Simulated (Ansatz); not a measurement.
## An elastic constant from a strain scan in Ta

These are results of Ansatz, DFT PBE, scalar-relativistic, plane waves, PAW, not measurements. The runs took a 420 eV cutoff, a Γ-centred 24×24×24 mesh and Gaussian smearing (0.15 eV). Spin–orbit coupling is left out, which can shift energies with elements as heavy as these. No spin polarisation. Energies are free energies at this smearing, counted from the undisturbed cell; pressure is positive in compression.

The starting cell (relaxed at this level; this fcc form isn't the usual structure):

```
Ta
1.0
     0.00000    2.11151    2.11151
     2.11151    0.00000    2.11151
     2.11151    2.11151    0.00000
Ta
1
Direct
  0.00000 0.00000 0.00000
```

The cell is strained by ε times the Voigt pattern (0, 0, 0, 0, 1, 0) (xx, yy, zz, yz, xz, xy; engineering shear) with fractional coordinates fixed. The cell holds 1 atom in V0 = 18.83 Å³. The stress column is τ = (1/V0) dE/dε, got from the stress tensor σ (compression positive) at each point as −det(1 + εP) σ : P(1 + εP)⁻¹, with P the pattern as a tensor.

```csv
ε,ΔE (meV/atom),τ (GPa)
-0.0175,1.086,-1.037
-0.0150,0.802,-0.897
-0.0125,0.559,-0.754
-0.0100,0.359,-0.608
-0.0075,0.202,-0.458
-0.0050,0.089,-0.307
0.0000,0.000,0.000
0.0050,0.089,0.307
0.0075,0.202,0.458
0.0100,0.359,0.608
0.0125,0.559,0.754
0.0150,0.802,0.897
0.0175,1.086,1.037
0.0200,?,?
```

Which combination of elastic constants does this scan measure, and how large is it?

For small ε, τ = τ0 + Kε with K = pᵀCp, which for this pattern is C44 in the cubic axes. The parabola through τ at ε = -0.0050, 0 and 0.0050 has slope K = 61 GPa at zero. The energies per cell, E = NΔE, of the wider pair ε = ±0.0175 give K = 2[E(ε₊)/ε₊ − E(ε₋)/ε₋]/[(ε₊ − ε₋)V0] = 60 GPa, in agreement.

Predict the withheld row at ε = 0.0200 from the harmonic law, and compare.

ΔE = V0(τ0 ε + Kε²/2)/N = 1.442 meV/atom and τ = 1.23 GPa. The calculation gives 1.411 meV/atom and 1.17 GPa, a miss of 2.2 % of the harmonic energy, so the harmonic law still holds here.

In a metal these slopes depend on the k mesh and the smearing.

Cost: 8 runs of about 2.3 core-minutes in all, on Intel Xeon Platinum 8488C (Sapphire Rapids) (shared hosts).